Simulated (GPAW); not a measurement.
The system is TaS2.

```
Ta S
1.0
     3.35000    0.00000    0.00000
    -1.67500    2.90119    0.00000
     0.00000    0.00000    5.86000
Ta S
1 2
Direct
  0.00000 0.00000 0.00000
  0.66667 0.33333 0.75000
  0.33333 0.66667 0.25000
```

```yaml
Program: GPAW 26.7.0
Task: relaxation of cell and atoms
Functional: revPBE
Dispersion: D3
Potentials_or_basis: the program's PAW data sets (release 1.2.1) made for this functional
Cutoff: 600 eV
Basis: pw
k_mesh: 7 × 7 × 4
Occupations: fermi-dirac, width 0.05 eV
Spin: no spin polarisation
```

At the start: pressure 8.3 GPa; volume 18.98 Å³/atom.

Q: Where does the relaxation end?

A: Over 37 steps the energy falls by 38.9 meV/atom and the volume is 19.10 Å³/atom (+0.6 %); space group P-3m1 (No. 164, to 0.05 Å).

The path:
| step | energy change (eV) | largest force (eV/Å) | pressure (GPa) | volume (Å³) |
| --- | --- | --- | --- | --- |
| 1 | 0.0000 | 1.4115 | 8.27 | 56.95 |
| 2 | -0.0585 | 0.9786 | 5.38 | 57.51 |
| 3 | -0.1085 | 0.2858 | 0.89 | 58.45 |
| 4 | -0.0971 | 0.4238 | -3.50 | 59.44 |
| 5 | -0.0993 | 0.3904 | -3.28 | 59.38 |
| 6 | -0.1032 | 0.3255 | -2.86 | 59.25 |
| 7 | -0.1076 | 0.2333 | -2.27 | 59.08 |
| 8 | -0.1113 | 0.1194 | -1.52 | 58.86 |
| 9 | -0.1133 | 0.0080 | -0.68 | 58.61 |
| 10 | -0.1131 | 0.1349 | 0.19 | 58.35 |
| 11 | -0.1131 | 0.1335 | 0.18 | 58.35 |
| 12 | -0.1132 | 0.1301 | 0.16 | 58.35 |
| 13 | -0.1133 | 0.1253 | 0.13 | 58.35 |
| 14 | -0.1134 | 0.1191 | 0.10 | 58.36 |
| 15 | -0.1135 | 0.1116 | 0.06 | 58.36 |
| 16 | -0.1136 | 0.1029 | 0.01 | 58.36 |
| 17 | -0.1137 | 0.0932 | -0.04 | 58.37 |
| 18 | -0.1139 | 0.0813 | -0.11 | 58.37 |
| 19 | -0.1140 | 0.0678 | -0.18 | 58.37 |
| 20 | -0.1142 | 0.0527 | -0.26 | 58.37 |
| 21 | -0.1143 | 0.0369 | -0.34 | 58.36 |
| 22 | -0.1145 | 0.0215 | -0.41 | 58.35 |
| 23 | -0.1146 | 0.0081 | -0.46 | 58.32 |
| 24 | -0.1148 | 0.0017 | -0.48 | 58.28 |
| 25 | -0.1150 | 0.0061 | -0.46 | 58.22 |
| 26 | -0.1152 | 0.0040 | -0.40 | 58.15 |
| 27 | -0.1155 | 0.0051 | -0.28 | 58.05 |
| 28 | -0.1158 | 0.0199 | -0.13 | 57.93 |
| 29 | -0.1159 | 0.0350 | 0.04 | 57.80 |
| 30 | -0.1161 | 0.0418 | 0.15 | 57.68 |
| 31 | -0.1164 | 0.0342 | 0.17 | 57.57 |
| 32 | -0.1166 | 0.0108 | 0.07 | 57.48 |
| 33 | -0.1167 | 0.0198 | -0.08 | 57.41 |
| 34 | -0.1167 | 0.0324 | -0.13 | 57.32 |
| 35 | -0.1167 | 0.0291 | -0.11 | 57.32 |
| 36 | -0.1167 | 0.0230 | -0.08 | 57.31 |
| 37 | -0.1167 | 0.0147 | -0.03 | 57.30 |

Final structure:
```yaml
crystal:
  lattice:
    - [3.36997, 0.00000, 0.00000]
    - [-1.68498, 2.91848, 0.00000]
    - [0.00000, 0.00000, 5.82653]
  atoms:
    - { symbol: Ta, position: [0.00000, 0.00000, 0.00000] }
    - { symbol: S, position: [0.66667, 0.33333, 0.73633] }
    - { symbol: S, position: [0.33333, 0.66667, 0.26367] }
```

Caveat: later steps reuse the first step's grids.
